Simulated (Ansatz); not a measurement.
# Te2Pt (Moncheite): optical spectrum from first principles

Aim: the dielectric function of Te2Pt (Moncheite), and the optical constants that follow from it. The cell comes from an older database entry, whose edges can differ from later determinations, mostly by under a per cent.

Main program and level: Ansatz 0.2.0; DFT, PBE, plane-wave PAW, default files, scalar-relativistic, independent-particle optical response without local fields.

The database entry behind the starting cell differs from later determinations by our own check (about 0.4 % short, ideal inner coordinate), so it need not match the best structure at ambient conditions.

## (1) Starting point

Symmetry: P-3m1, No. 164, trigonal system. Conventional cell: a = 4.010 Å, b = 4.010 Å, c = 5.201 Å, α = 90.00°, β = 90.00°, γ = 120.00°. Nearest to Pt lie 6 Te at 2.66 Å. Te has 3 Pt at 2.66 Å nearest. Farther neighbours and most contacts between anions are not listed.

## (2) Ground state and bands

First the ground state: is it a metal or has it a gap?

This step: DFT, PBE, plane-wave PAW, default files, scalar-relativistic, ground state (Ansatz 0.2.0).

Input file input.yaml:

```yaml
crystal:
  lattice:
    - [4.01, 0.0, 0.0]
    - [-2.005, 3.4727618692, 0.0]
    - [0.0, 0.0, 5.201]
  atoms:
    - { symbol: Pt, position: [0.0, 0.0, 0.0] }
    - { symbol: Te, position: [0.6666666667, 0.3333333333, 0.75] }
    - { symbol: Te, position: [0.3333333333, 0.6666666667, 0.25] }
kpoints:
  mp_grid: { grid: [7, 7, 5] }
  band_path:
    path:
      - [[0.0, 0.0, 0.0], [0.5, 0.0, 0.0], [0.33333333, 0.33333333, 0.0], [0.0, 0.0, 0.0], [0.0, 0.0, 0.5], [0.5, 0.0, 0.5], [0.33333333, 0.33333333, 0.5], [0.0, 0.0, 0.5]]
      - [[0.5, 0.0, 0.5], [0.5, 0.0, 0.0]]
      - [[0.33333333, 0.33333333, 0.0], [0.33333333, 0.33333333, 0.5]]
    npoints: 6
scf:
  occupations: { method: fermi_dirac, width: 0.05 }
  n_extra_bands: 7
hamiltonian:
  xc: pbe
  pseudopotentials: { kind: paw }
output:
  forces: true
  stress: true
  populations: true
  write_bands: true
  write_density: true
  write_potential: true
  elf: true
  volumetric_format: npy
```

Command:

```bash
ansatz run input.yaml --threads 4 --pin off --max-ram 8192MiB --backend cpu --events-out ev --progress --plain --runs-dir out
```

Numbers of over 12 decimals in the logs are rounded to 6 here.

What it wrote:

```text
scf.n_extra_bands = 7 over 25 filled bands (N_el = 50.0): the run solves 32 bands
Engine: ansatz 0.2.0, x86_64-unknown-linux-gnu
Pseudopotentials: kind: paw
Pseudopotential: Pt, paw, valence charge 18, recommended cutoff 420 eV (normal), Pt.paw.azcp
Pseudopotential: Te, paw, valence charge 16, recommended cutoff 420 eV (normal), Te.paw.azcp
Functional definition: PBE
  parameter kappa = 0.804
  parameter beta = 0.066725
  exchange = pbe_x(kappa = kappa, mu = beta*pi^2/3)
  correlation = pbe_c(beta = beta)
Crystal: 3 atoms, lattice volume = 72.428 Å³
Basis set: ecut = 420 eV, 1409 PW (Γ), exchange–correlation on 54×54×72 points (8 copies of the dense FFT grid, shifted against one another)
Bands: 32, of which v1, the nominal top of the filled ones, is band 25 counted from 1 (24 counted from 0)
Symmetry: 12 space group operations
Space group: P-3m1 (ITA 164), of the structure as read, at distance tolerance 4.2e-5 Å
k-points: 32 of 245
Non-local potential: Pt, projectors of the file, l = 0: 3, l = 1: 2, l = 2: 2, l = 3: 1
Non-local potential: Te, projectors of the file, l = 0: 2, l = 1: 2, l = 2: 2, l = 3: 2
PAW form: soft (Blöchl's): semilocal exchange-correlation on the pseudo side does not see the compensation charge
PAW one-centre angular grid: Pt, 590 points (default); XC on 64 Gauss nodes
PAW one-centre angular grid: Te, 590 points (default); XC on 64 Gauss nodes
Initial density: superposition of atomic densities (neutral atoms: chi_scale 0, normalization atom), corrected by the library's trained network
Initial wavefunctions: pseudopotential atomic-orbital guess
Functional: x = pbe(κ = 0.804, μ = 0.219515), c = pbe(β = 0.066725)
SCF iter   1: F=—  HF=-26483.951225 eV  |F-HF|=—  |Δ(HF+E_count)|=         —  Δρ=2.39e-3  dr2=5.10e-3  ethr=1.77e-3  ⟨swp⟩=6.9  Hψ=4647  notcnv=0  defer=4
preconditioner: auto → LDOS  [metal: Δε(μ)=0.038 eV  Ē_g=10.389 eV  σ=0.050 eV  W_gap=0.19  n_scr=22 (ndim 8)  ℏωp=20.5 eV  f_vac=0.015  D(μ)=1.88/eV (n_scr^D=8)  β→1.0]
SCF iter   2: F=—  HF=-26483.952125 eV  |F-HF|=—  |Δ(HF+E_count)|=   9.00e-4  Δρ=1.93e-3  dr2=4.13e-3  ethr=1.02e-5  ⟨swp⟩=2.0  Hψ=2203  notcnv=0  defer=44
SCF iter   3: F=—  HF=-26483.950821 eV  |F-HF|=—  |Δ(HF+E_count)|=   1.30e-3  Δρ=3.01e-4  dr2=6.98e-5  ethr=8.27e-6  ⟨swp⟩=2.0  Hψ=1715  notcnv=0  defer=44
SCF iter   4: F=—  HF=-26483.950819 eV  |F-HF|=—  |Δ(HF+E_count)|=   2.10e-6  Δρ=4.93e-5  dr2=1.18e-6  ethr=1.40e-7  ⟨swp⟩=2.0  Hψ=1654  notcnv=0  defer=44
iter 5 did not close the SCF: its close was put off for the readings that it lacked (scf_convergence_deferred on its scf_iter line)
SCF iter   5: F=-26483.950821 eV  HF=-26483.950821 eV  |F-HF|=7.74e-8  |Δ(HF+E_count)|=   2.57e-6  Δρ=1.10e-5  dr2=5.54e-8  ethr=2.36e-9  ⟨swp⟩=3.0  Hψ=1791  notcnv=0  defer=44
SCF iter   6: F=-26483.950821 eV  HF=-26483.950821 eV  |F-HF|=2.16e-9  |Δ(HF+E_count)|=   9.06e-8  Δρ=2.77e-6  dr2=7.11e-9  ethr=1.11e-10  ⟨swp⟩=11.4  Hψ=7447  notcnv=0
SCF 1 converged in 6 iterations: F = -26483.950821 eV  dr2 = 7.11e-9
  greatest PAW one-centre occupation: 1.000 electrons in one spin orbital (limit 2), on the Pt atom at site 0 (counted from 0), in its partial waves of l = 0
NSCF: frozen V_eff on 57 k-points
SCF converged after 6 iterations
Free energy (F): -26483.950821 eV
Harris-Foulkes:  -26483.950821 eV  (|F-HF|=2.16e-9)
Internal energy: -26483.936779 eV  (E = F + TS)
E sigma→0 (E₀):  -26483.943800 eV
Entropy (-TS):   -0.014042 eV (-4.681 meV/atom)
Fermi energy:    14.151665 eV
--- Per-component energies (eV) ---
  E_band       = -688.798215
  E_kinetic    = 1004.282143
  E_local      = -4539.463931  (includes V_loc(G=0)·N_el)
  E_nonlocal   = -421.427067
  E_hartree    = 2416.177532
  E_xc         = -513.075781
  E_vxc        = -514.828981  (∫ρ·V_xc dr)
  E_paw        = -18779.458031  (= ΣΔE_a)
  E_vpaw       = -1049.709333  (= ΣTr[D̂ρ^β])
  E_aug_tail   = -0.000137  (compensation charges beyond the density's cutoff)
  E_ewald      = -5650.971506
  E_smearing   = -0.014042  (= −TS)
  E_closure    = 0.000000  (closes the sum)
  Σ components = -26483.950821   (vs F -26483.950821, Δ=0.00e0)
--- Forces (eV/Å), atoms counted from 1 ---
  atom   1  Pt     0.00000000     0.00000000     0.00000000
  atom   2  Te     0.00000000    -0.00000000    -0.97874909
  atom   3  Te    -0.00000000     0.00000000     0.97874909
  max |Σ_I F_I| component: 1.11e-16 eV/Å
--- Stress (GPa, compression-positive) ---
        9.218675      -0.000000      -0.000000
       -0.000000       9.218675       0.000000
       -0.000000       0.000000       7.697845
  P = ⅓ Tr σ = 8.7117 GPa (87.117 kbar)
--- Band table (eV; the first three rows and the last of 32) ---
  k-point 0: bands = [... 21 lower, 11.3689, 13.5395, 13.5395, 15.2917, 15.2917, 15.4849, 16.8333, 18.5263, ... 3 higher]
  k-point 1: bands = [... 21 lower, 11.4287, 13.3023, 13.3023, 14.5938, 15.6680, 15.6680, 17.1132, 19.1344, ... 3 higher]
  k-point 2: bands = [... 21 lower, 11.6754, 13.0007, 13.0007, 13.1123, 16.2893, 16.2893, 17.9335, 19.2320, ... 3 higher]
  k-point 31: bands = [... 21 lower, 10.3813, 10.6258, 11.2784, 11.5958, 15.8507, 16.4697, 19.4389, 20.4413, ... 3 higher]
--- Löwdin populations: 3 sites ---
  site symbol       q [e]
     0     Pt     17.7855
     1     Te     15.9718
     2     Te     15.9718
  spilling = 0.005417 (of n_electrons = 50.000000)
```

The job ended after 2.6 s (4 threads of Intel Xeon Platinum 8488C (Sapphire Rapids), shared host; peak memory 0.53 GiB; 8.7 s of CPU time).

In the SCF lines HF is the Harris–Foulkes energy and dr2 the Hartree energy of the density residual, in eV; the loop may stop once dr2 is under the threshold and the program's other checks hold. Hψ counts applications of the Hamiltonian.

Read-outs, printed or worked out from the files:

```
free energy         : -26483.9508 eV
Fermi energy        : 14.15 eV
electrons           : 50
symmetry operations : 12
pressure            : 8.712 GPa
volume              : 72.43 Å³
gap on the path     : 0 eV
```

There are states at the Fermi level within the smearing, so the occupations stay smeared and the carriers get a Drude term. The cell is left with a pressure of 8.7 GPa and forces up to 0.98 eV/Å, as it stands unrelaxed at this level.

Electronic bands along the path, in eV, zero at the Fermi level; # counts the bands kept:

| point | #8 | #9 | #10 | #11 | #12 | #13 | #14 | #15 |
| --- | --- | --- | --- | --- | --- | --- | --- | --- |
| Γ | -2.78 | -0.61 | -0.61 | 1.14 | 1.14 | 1.33 | 2.68 | 4.38 |
| halfway | -3.55 | -2.40 | -1.95 | -1.02 | 1.36 | 1.99 | 3.60 | 5.71 |
| M | -3.72 | -3.61 | -3.52 | -2.96 | 0.21 | 2.59 | 3.68 | 5.29 |
| halfway | -3.77 | -3.07 | -2.92 | -1.84 | -0.01 | 1.12 | 3.25 | 5.11 |
| K | -3.93 | -2.22 | -2.06 | -2.06 | -0.17 | -0.17 | 2.80 | 6.42 |
| halfway | -3.69 | -2.66 | -2.54 | -0.13 | 0.68 | 1.57 | 3.76 | 5.20 |
| Γ | -2.78 | -0.61 | -0.61 | 1.14 | 1.14 | 1.33 | 2.68 | 4.38 |
| halfway | -2.69 | -0.94 | -0.94 | 0.06 | 1.68 | 1.68 | 3.13 | 5.19 |
| A | -2.34 | -1.40 | -1.20 | -1.20 | 2.26 | 2.26 | 4.02 | 4.97 |
| halfway | -3.39 | -1.65 | -1.44 | -0.99 | 0.74 | 0.83 | 3.38 | 5.13 |
| L | -3.69 | -3.41 | -2.73 | -0.84 | 0.60 | 1.39 | 4.26 | 4.26 |
| halfway | -3.76 | -3.71 | -2.73 | -2.14 | 1.65 | 2.20 | 4.66 | 5.24 |
| H | -4.14 | -3.77 | -2.86 | -2.86 | 2.42 | 2.42 | 5.82 | 6.74 |
| halfway | -3.52 | -1.96 | -1.77 | -1.31 | 0.33 | 1.58 | 4.46 | 5.04 |
| A | -2.34 | -1.40 | -1.20 | -1.20 | 2.26 | 2.26 | 4.02 | 4.97 |
| jump to L | -3.69 | -3.41 | -2.73 | -0.84 | 0.60 | 1.39 | 4.26 | 4.26 |
| halfway | -3.70 | -3.49 | -3.19 | -1.86 | 1.30 | 1.48 | 3.21 | 4.17 |
| M | -3.72 | -3.61 | -3.52 | -2.96 | 0.21 | 2.59 | 3.68 | 5.29 |
| jump to K | -3.93 | -2.22 | -2.06 | -2.06 | -0.17 | -0.17 | 2.80 | 6.42 |
| halfway | -3.93 | -3.13 | -2.56 | -2.56 | 1.07 | 1.07 | 4.24 | 6.61 |
| H | -4.14 | -3.77 | -2.86 | -2.86 | 2.42 | 2.42 | 5.82 | 6.74 |

Valence density in the ac plane at fractional y = 0.000, with atoms of Pt within 0.2 Å of it. It is the smooth field of the valence electrons, not physical close to the nuclei.

Ten steps, logarithmic in the rise over the least value, from '0' (0 e/Å³) to '9' (12 e/Å³), each cell a mean:
```
99753211223589
88642222223478
65432222222345
33222222222233
11112222222111
11111222221111
00001122111000
00001111110000
00000111110000
00000111110000
00001112111000
00011222211100
11112222221111
22222222222222
55332222222345
87532222223467
99753221223589
99753211224689
```
Atoms in or near the plane, at fractional coordinates: Pt at (0.00, 0.00).

Electrostatic potential energy in the ac plane at fractional y = 0.000, with atoms of Pt within 0.2 Å of it. With pseudopotentials it is smooth inside the atoms' cores, unlike the true potential.

Values in eV, 18 rows by 14 columns, each cell a mean:
```
-61 -59 -35  -6  11  14  14  14  14  13   7 -13 -48 -60
-52 -44 -19   2  12  13  13  13  13  13  10  -2 -31 -47
-16 -10   4  10  13  12  10  10  11  12  12   9  -1 -12
  7   9  12  13  13  11   8   7   9  12  13  13  11   8
 15  15  15  15  13  11   8   7   9  12  14  15  15  15
 17  17  17  16  14  12  10   9  10  12  15  16  17  17
 18  17  17  16  15  14  13  12  13  14  16  17  17  18
 18  18  17  17  16  15  14  14  15  15  16  17  17  18
 18  18  17  17  16  16  15  15  16  16  17  17  18  18
 18  18  17  17  16  16  15  15  15  16  17  17  18  18
 18  18  17  17  15  14  13  13  13  15  16  17  17  18
 17  17  17  16  14  13  11  10  11  13  15  16  17  17
 16  16  16  15  13  11   8   7   9  12  14  15  16  16
 12  12  14  14  13  11   8   7   9  11  14  14  13  12
 -8  -3   7  11  13  12  10   9  10  12  13  10   3  -5
-39 -31  -9   6  12  13  12  12  12  13  11   3 -19 -34
-61 -57 -32  -4  11  14  14  14  14  13   7 -11 -45 -59
-61 -61 -40 -10  10  14  15  15  15  13   6 -17 -53 -61
```
Atoms in or near the plane, at fractional coordinates: Pt at (0.00, 0.00).

## (3) Spectrum

The spectrum is a sum over vertical transitions between filled and empty bands at the fixed density, so many empty bands are needed.

This step: DFT, PBE, plane-wave PAW, default files, scalar-relativistic, independent-particle optical response without local fields (Ansatz 0.2.0).

input.yaml, the sections that differ from step 2:

```yaml
kpoints:
  mp_grid: { grid: [9, 9, 6] }
scf:
  occupations: { method: fermi_dirac, width: 0.05 }
output:
  optics:
    e_range: [0, 20]
    de: 0.05
    sigma: 0.15
    drude_damping: 0.1
    nscf_kmesh: { grid: [12, 12, 7] }
    bands: { spectra_wanted_up_to: 20 }
# crystal, hamiltonian: as in step 2
```

What it wrote:

```text
[...]
Crystal: 3 atoms, lattice volume = 72.428 Å³
Basis set: ecut = 420 eV, 1409 PW (Γ)
Bands: 30, of which v1, the nominal top of the filled ones, is band 25 counted from 1 (24 counted from 0)
Symmetry: 12 space group operations
[...]
k-points: 62 of 486
[...]
SCF iter   1: F=—  HF=-26483.956307 eV  |F-HF|=—  |Δ(HF+E_count)|=         —  Δρ=2.46e-3  dr2=4.96e-3  ethr=1.77e-3  ⟨swp⟩=6.5  Hψ=8133  notcnv=0
[...]
SCF iter   8: F=-26483.956090 eV  HF=-26483.956090 eV  |F-HF|=1.46e-11  |Δ(HF+E_count)|=  4.73e-11  Δρ=8.74e-8  dr2=3.73e-12  ethr=1.00e-12  ⟨swp⟩=4.1  Hψ=4816  notcnv=0
SCF 1 converged in 8 iterations: F = -26483.956090 eV  dr2 = 3.73e-12
[...]
NSCF: frozen V_eff on 112 k-points
output.optics: what the bands over the 68 summed would add to eps1, eps2 and the energy-loss function is held between a lower and an upper bound (8 Lanczos steps). eps1, eps2 and their loss function (loss_summed_bands) are given on every row as the summed bands alone make them. Along an axis, on a row where the two bounds hold the loss function to about 1 % of the greater of itself and 0.5 % of |1/eps|, its cell (loss_completed) is given, with the completed eps1 and eps2 that it is formed of (a cell that is left empty reads nan in the table and null in the record). The two bounds hold it so along every axis on all 400 rows up to 20.000 eV. [rest of the remark cut]
SCF converged after 8 iterations
Free energy (F): -26483.956090 eV
[...]
Internal energy: -26483.946256 eV  (E = F + TS)
E sigma→0 (E₀):  -26483.951173 eV
Entropy (-TS):   -0.009834 eV (-3.278 meV/atom)
Fermi energy:    14.156572 eV
[...]
--- Band table (eV; the first three rows and the last of 62) ---
  k-point 0: bands = [... 21 lower, 11.3626, 13.5368, 13.5368, 15.2901, 15.2901, 15.4878, 16.8368, 18.5234, ... 1 higher]
  k-point 1: bands = [... 21 lower, 11.4040, 13.3601, 13.3601, 14.8331, 15.5643, 15.5643, 17.0216, 18.9884, ... 1 higher]
  k-point 2: bands = [... 21 lower, 11.5594, 13.0763, 13.0763, 13.5771, 16.1041, 16.1041, 17.6412, 19.3901, ... 1 higher]
  k-point 61: bands = [... 21 lower, 10.0067, 10.3729, 11.2879, 11.2879, 16.5716, 16.5716, 19.9708, 20.8891, ... 1 higher]
```

Elapsed: 7.1 min, on 4 threads; peak memory 1.9 GiB.

Read-outs, printed or worked out from the files:

- main peak of the optical conductivity above 1 eV, first axis: 1.704 eV
- Drude plasma energy, first axis: 4.325 eV
- bands summed: 68
- spectra valid up to: 29.83 eV
- program's estimate of the k-sum error in Im epsilon: 0.08 %
- electrons in the f-sum: 37.89

The Im ε has structure finer than the step of the table below, so its rows give means over 1 eV, whole bins alone (the curve runs from 0.3 to 20 eV). Peaks (eV: height): E ∥ x or y 0.8: 54.7; E ∥ z 2.2: 27.4, 4.5: 9.32.

Im ε against photon energy; means over each step:

| photon energy (eV) | E ∥ x or y | E ∥ z |
| --- | --- | --- |
| 1 | 44.8 | 25.3 |
| 2 | 29.9 | 24.3 |
| 3 | 11.1 | 13.4 |
| 4 | 7.33 | 6.80 |
| 5 | 7.08 | 7.44 |
| 6 | 7.18 | 5.78 |
| 7 | 6.21 | 3.59 |
| 8 | 3.70 | 4.00 |
| 9 | 3.22 | 4.29 |
| 10 | 3.67 | 3.57 |
| 11 | 2.79 | 2.87 |
| 12 | 2.08 | 2.29 |
| 13 | 1.71 | 2.05 |
| 14 | 1.40 | 1.68 |
| 15 | 1.12 | 1.39 |
| 16 | 0.962 | 1.21 |
| 17 | 0.737 | 0.949 |
| 18 | 0.618 | 0.742 |
| 19 | 0.510 | 0.635 |

Re ε against photon energy:

| photon energy (eV) | E ∥ x or y | E ∥ z |
| --- | --- | --- |
| 0.5 | -13.0 | -28.0 |
| 1.0 | 1.96 | -0.242 |
| 1.5 | 3.34 | 9.74 |
| 2.0 | -7.69 | 7.07 |
| 2.5 | -11.2 | -5.32 |
| 3.0 | -7.25 | -5.18 |
| 3.5 | -3.48 | -3.73 |
| 4.0 | -0.196 | -0.852 |
| 4.5 | -0.568 | 1.26 |
| 5.0 | -0.328 | -1.12 |
| 5.5 | 0.0111 | -0.799 |
| 6.0 | -0.00832 | -0.864 |
| 6.5 | -1.45 | -1.63 |
| 7.0 | -1.81 | -0.930 |
| 7.5 | -2.75 | 0.419 |
| 8.0 | -1.87 | 1.03 |
| 8.5 | -1.28 | 0.0187 |
| 9.0 | -0.358 | 0.411 |
| 9.5 | -0.499 | -0.807 |
| 10.0 | -0.833 | -0.950 |
| 10.5 | -1.40 | -0.832 |
| 11.0 | -1.50 | -0.779 |
| 11.5 | -1.30 | -0.868 |
| 12.0 | -1.22 | -0.834 |
| 12.5 | -0.959 | -0.526 |
| 13.0 | -1.06 | -0.575 |
| 13.5 | -0.832 | -0.656 |
| 14.0 | -0.744 | -0.617 |
| 14.5 | -0.734 | -0.511 |
| 15.0 | -0.614 | -0.581 |
| 15.5 | -0.485 | -0.361 |
| 16.0 | -0.444 | -0.372 |
| 16.5 | -0.411 | -0.403 |
| 17.0 | -0.306 | -0.290 |
| 17.5 | -0.195 | -0.288 |
| 18.0 | -0.129 | -0.138 |
| 18.5 | -0.0706 | -0.0756 |
| 19.0 | 0.0448 | 7.9e-4 |
| 19.5 | 0.136 | 0.0912 |
| 20.0 | 0.157 | 0.116 |

The loss function −Im 1/ε at q → 0 by energy loss; read off at these points:

| energy loss (eV) | E ∥ x or y | E ∥ z |
| --- | --- | --- |
| 1.0 | 0.0220 | 0.0410 |
| 2.0 | 0.0318 | 0.0362 |
| 3.0 | 0.0653 | 0.0698 |
| 4.0 | 0.140 | 0.184 |
| 5.0 | 0.149 | 0.139 |
| 6.0 | 0.133 | 0.168 |
| 7.0 | 0.140 | 0.281 |
| 8.0 | 0.223 | 0.236 |
| 9.0 | 0.307 | 0.240 |
| 10.0 | 0.242 | 0.266 |
| 11.0 | 0.278 | 0.334 |
| 12.0 | 0.359 | 0.387 |
| 13.0 | 0.420 | 0.448 |
| 14.0 | 0.556 | 0.523 |
| 15.0 | 0.690 | 0.609 |
| 16.0 | 0.859 | 0.749 |
| 17.0 | 1.19 | 1.01 |
| 18.0 | 1.54 | 1.32 |
| 19.0 | 1.92 | 1.57 |
| 19.2 | 1.96 | 1.64 |
| 20.0 | 1.80 | 1.66 |

The reflectivity at normal incidence has structure finer than the step of the table below, so its rows give means over 1 eV, whole bins alone (the curve runs from 0.3 to 20 eV). Peaks (eV: height): E ∥ x or y 7.7: 47.2, 11.1: 39.1; E ∥ z 2.5: 60.0, 4.8: 42.3, 9.6: 33.6.

Reflectivity at normal incidence against photon energy; means over each step:

| photon energy (eV) | E ∥ x or y (%) | E ∥ z (%) |
| --- | --- | --- |
| 1 | 64.4 | 57.0 |
| 2 | 64.9 | 54.6 |
| 3 | 60.2 | 55.8 |
| 4 | 40.4 | 39.2 |
| 5 | 37.8 | 40.0 |
| 6 | 38.1 | 37.5 |
| 7 | 42.8 | 32.2 |
| 8 | 42.3 | 24.0 |
| 9 | 30.5 | 29.2 |
| 10 | 33.2 | 32.9 |
| 11 | 38.2 | 31.0 |
| 12 | 37.0 | 30.9 |
| 13 | 36.1 | 28.2 |
| 14 | 33.2 | 28.8 |
| 15 | 32.6 | 27.8 |
| 16 | 29.8 | 25.8 |
| 17 | 29.0 | 26.3 |
| 18 | 24.2 | 23.1 |
| 19 | 17.9 | 18.2 |

Table of refractive index n and extinction k by photon energy:

| photon energy (eV) | n, E ∥ x or y | k, E ∥ x or y | n, E ∥ z | k, E ∥ z |
| --- | --- | --- | --- | --- |
| 1 | 4.87 | 4.67 | 3.48 | 3.51 |
| 2 | 3.37 | 4.37 | 4.11 | 3.13 |
| 3 | 1.61 | 3.14 | 2.00 | 3.03 |
| 4 | 1.86 | 1.92 | 1.50 | 1.76 |
| 5 | 1.79 | 1.88 | 1.73 | 2.03 |
| 6 | 1.94 | 1.94 | 1.59 | 1.84 |
| 7 | 1.60 | 2.09 | 1.12 | 1.48 |
| 8 | 1.02 | 1.70 | 1.60 | 1.24 |
| 9 | 1.20 | 1.34 | 1.51 | 1.37 |
| 10 | 1.27 | 1.56 | 1.16 | 1.51 |
| 11 | 0.911 | 1.53 | 1.03 | 1.35 |
| 12 | 0.766 | 1.35 | 0.892 | 1.28 |
| 13 | 0.699 | 1.24 | 0.888 | 1.17 |
| 14 | 0.650 | 1.08 | 0.768 | 1.10 |
| 15 | 0.572 | 0.970 | 0.685 | 1.02 |
| 16 | 0.554 | 0.866 | 0.673 | 0.908 |
| 17 | 0.482 | 0.734 | 0.573 | 0.786 |
| 18 | 0.503 | 0.618 | 0.551 | 0.664 |
| 19 | 0.531 | 0.487 | 0.564 | 0.564 |
| 20 | 0.587 | 0.433 | 0.594 | 0.486 |

At chosen wavelengths:

| wavelength (nm) | n xy | k xy | R (%) xy | 1/α xy | n z | k z | R (%) z | 1/α z |
| --- | --- | --- | --- | --- | --- | --- | --- | --- |
| 1550 | 5.61 | 4.873 | 66.7 | 25 nm | 3.94 | 4.079 | 61.6 | 30 nm |
| 1064 | 4.63 | 4.260 | 62.8 | 20 nm | 3.51 | 2.905 | 51.2 | 29 nm |
| 800 | 4.53 | 4.312 | 63.1 | 15 nm | 4.05 | 2.496 | 49.0 | 26 nm |
| 532 | 2.71 | 4.265 | 66.1 | 9.9 nm | 3.44 | 3.770 | 59.5 | 11 nm |
| 450 | 1.86 | 3.607 | 64.9 | 9.9 nm | 2.33 | 3.446 | 59.4 | 10 nm |
| 405 | 1.59 | 3.028 | 60.0 | 11 nm | 1.96 | 2.940 | 54.9 | 11 nm |
| 193 | 1.67 | 2.061 | 41.3 | 7.5 nm | 1.42 | 1.872 | 39.4 | 8.2 nm |

A polished face would reflect 63 % of daylight and look light grey (CIE x = 0.310, y = 0.330 under D65).

## (4) Outcome

```
gap on the path                                              : 0 eV
main peak of the optical conductivity above 1 eV, first axis : 1.70 eV
Drude plasma energy, first axis                              : 4.33 eV
```

At this level (PBE, independent particles) Te2Pt is a metal with a Drude plasma energy of 4.3 eV along x, 4.3 eV along y and 4.0 eV along z; it reflects 65 % at 550 nm for E ∥ x. Along x the bare Drude plasma energy is 4.3 eV; Re ε first rises through zero at 0.56 eV, far lower, because interband transitions screen the carriers. Im ε is 45 there, so the loss peak at that energy is weak. A polished face would reflect 63 % of daylight and look light grey (CIE x = 0.310, y = 0.330 under D65). In the base run ε includes the program's bounded estimate of what the bands above those summed add. The carriers' damping of 0.1 eV is typed, not computed; at 0.8 eV the carriers give 7 % of Im ε along the first axis; the rest comes from the sum over bands, which at low energy also holds close bands and the noise of the mesh. Spin-orbit coupling is left out although heavy atoms are present. The Fermi-Dirac width of 0.05 eV acts as an electron temperature of 580 K in the carriers' term.

[Logs are printed without paths, hosts, clocks, repeated set-up lines and the standing remarks that a program may print on its own settings, such as how far it seeks lower states.]

[Hosts, paths, dates, database ids (printed as entryN), source tags and the programs' standing remarks are cut or masked in the printed files.]
